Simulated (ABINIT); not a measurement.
The system is BN.

```
CELL_PARAMETERS angstrom
0.00000 1.81300 1.81300
1.81300 0.00000 1.81300
1.81300 1.81300 0.00000
ATOMIC_POSITIONS crystal
N 0.25000 0.25000 0.25000
B 0.00000 0.00000 0.00000
```

The cell is a database's computed one.

Program: ABINIT 10.8.3 (patched build). Alike in all runs: task single point; no spin polarisation; cell as given.

**Question.** Order these runs on this cell by their band gap on the k mesh, lowest first.
A. level PBEsol; potentials or basis JTH PAW PBE v2.0; k mesh 13 × 13 × 13; cutoff (eV) 844; smearing fermi-dirac 0.05 eV; fine-grid cutoff 1442.2 eV
B. level PW91; potentials or basis JTH PAW PBE v2.0; k mesh 13 × 13 × 13; cutoff (eV) 844; smearing fermi-dirac 0.05 eV; fine-grid cutoff 1442.2 eV
C. level HSE06; potentials or basis PseudoDojo NC SR PBE v0.4.1 standard; k mesh 8 × 8 × 8; cutoff (eV) 952; smearing fixed; most SCF steps 60
D. level BLYP; potentials or basis JTH PAW PBE v2.0; k mesh 13 × 13 × 13; cutoff (eV) 844; smearing fermi-dirac 0.05 eV; fine-grid cutoff 1442.2 eV

**Answer.** A (4.34 eV), B (4.57 eV), D (4.93 eV), C (5.90 eV).

Caveats: an odd mesh through Γ misses points on the zone boundary, where band edges often lie (some runs); Libxc's HSE differs a little from that of other programs (some runs).

A k mesh can miss the band edges, odd and even meshes differently.
